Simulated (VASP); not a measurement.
**Si2W: equation of state with PBE**

Crystal: Si2W.

```
W Si
1.0
     4.61685    0.00000    0.00000
    -2.30843    3.99831    0.00000
     0.00000    0.00000    6.65322
W Si
3 6
Direct
  0.50000 0.00000 0.50000
  0.50000 0.50000 0.83333
  0.00000 0.50000 0.16667
  0.32725 0.16363 0.16667
  0.83637 0.16363 0.83333
  0.16363 0.32725 0.50000
  0.67275 0.83637 0.16667
  0.16363 0.83637 0.83333
  0.83637 0.67275 0.50000
```

Measurements of this composition are mostly on another form, of space group No. 139.

```
Program             : VASP 6.6.1
Task                : equation of state
Functional          : PBE
Potentials or basis : VASP PAW PBE potentials, release 64 (W_sv, Si)
Cutoff              : 520 eV
k mesh              : 7 × 7 × 4
Occupations         : fermi-dirac, width 0.05 eV
Spin                : no spin polarisation
```

```json
{"Equilibrium volume": "13.62 Å³/atom", "Bulk modulus at fixed shape and positions": "221 GPa", "Pressure derivative of the bulk modulus": "4.5"}
```

Energy against volume, from the lowest point:
```csv
volume (Å³/atom),energy (meV/atom)
12.827,35.68
13.100,14.81
13.373,3.24
13.646,0.00
13.919,4.23
14.192,15.16
14.465,32.08
```

All runs of the series together: 9.7 min on 1 thread of AMD EPYC 9R45 96-Core Processor (Zen 5), with other jobs on the host.

Caveat: the cell was scaled at fixed shape and fractional positions, which overstates the stiffness of a crystal with free parameters, most of all of layers and chains. Spin-orbit coupling is left out, which matters for the levels of W.
